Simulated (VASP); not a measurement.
Input of a VASP 6.6.1 run:

Contents of INCAR:

```
PREC = Accurate
ENCUT = 520
EDIFF = 1E-7
ISMEAR = 0
SIGMA = 0.028999999999999998
LREAL = False
LASPH = True
NELM = 60
ALGO = Normal
ISIF = 2
LWAVE = False
LCHARG = False
GGA = PE
NBANDS = 11
```

The input KPOINTS:

```
regular mesh
0
Gamma
  13 13 13
```

POSCAR

```
C
1.0
    0.0000000000      1.7833700000      1.7833700000
    1.7833700000      0.0000000000      1.7833700000
    1.7833700000      1.7833700000      0.0000000000
C
2
Direct
    0.7500000000      0.7500000000      0.7500000000
    0.5000000000      0.5000000000      0.5000000000
```

Potentials or basis: VASP PAW PBE potentials, release 64 (C).

The run is started by

```bash
$ cat potpaw_PBE.64/C/POTCAR > POTCAR
$ mpirun -np 1 vasp_std > vasp.out
```

(1) Estimate the pressure.

(2) Estimate the band gap on the k mesh.

Results:

(1) 2.5 GPa.

(2) 4.14 eV, indirect (least direct gap 5.59 eV).

Caveat: an odd mesh through Γ misses points on the zone boundary, where band edges often lie.
